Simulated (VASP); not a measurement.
# AlN: relaxation of cell and atoms with PBE

Crystal: AlN.

```
Al N
1.0
     3.12859    0.00000    0.00000
    -1.56429    2.70944    0.00000
     0.00000    0.00000    5.01696
Al N
2 2
Direct
  0.66667 0.33333 0.49929
  0.33333 0.66667 0.99929
  0.66667 0.33333 0.88071
  0.33333 0.66667 0.38071
```

The cell is a database's computed one.

```yaml
Program: VASP 6.6.1
Task: relaxation of cell and atoms
Functional: PBE
Potentials_or_basis: VASP PAW PBE potentials, release 64 (Al, N)
Cutoff: 600 eV
k_mesh: 9 × 9 × 6
Occupations: gaussian, width 0.02 eV
Spin: no spin polarisation
Further_INCAR_settings: ALGO = Normal; EDIFF = 1e-07; IBRION = 2; EDIFFG = -0.005; NSW = 90; ISIF = 3
```

- Relaxed volume: 10.62 Å³/atom
- Relaxed cell: a = 3.128 Å, b = 3.128 Å, c = 5.016 Å, α = 90.00°, β = 90.00°, γ = 120.00°
- Space group after relaxing (to 0.05 Å): P6_3mc (No. 186)
- Energy gained by relaxing: 0.0 meV/atom
- Ionic steps: 3
- Pressure after relaxing: 0.0 GPa
- Band gap on the k mesh: 4.06 eV, direct

Final structure:
```
Al N
1.0
     3.12776    0.00000    0.00000
    -1.56388    2.70872    0.00000
     0.00000    0.00000    5.01554
Al N
2 2
Cartesian
  1.5639 0.9029 2.5041
  0.0000 1.8058 5.0119
  1.5639 0.9029 4.4173
  0.0000 1.8058 1.9096
```

Levels at points of the mesh, in eV from the valence-band top:
```
           k point  band 6  band 7  band 8  band 9  band 10  band 11
(0.00, 0.00, 0.00)   -0.20   -0.20    0.00    4.06     6.53    10.47
(0.00, 0.00, 0.50)   -0.53   -0.53   -0.53    6.33     6.33    10.18
```

It took 27 s on 1 thread of AMD EPYC 9R45 96-Core Processor (Zen 5), with other jobs on the host, peak memory 0.16 GiB.

Caveat: an odd mesh through Γ misses points on the zone boundary, where band edges often lie.
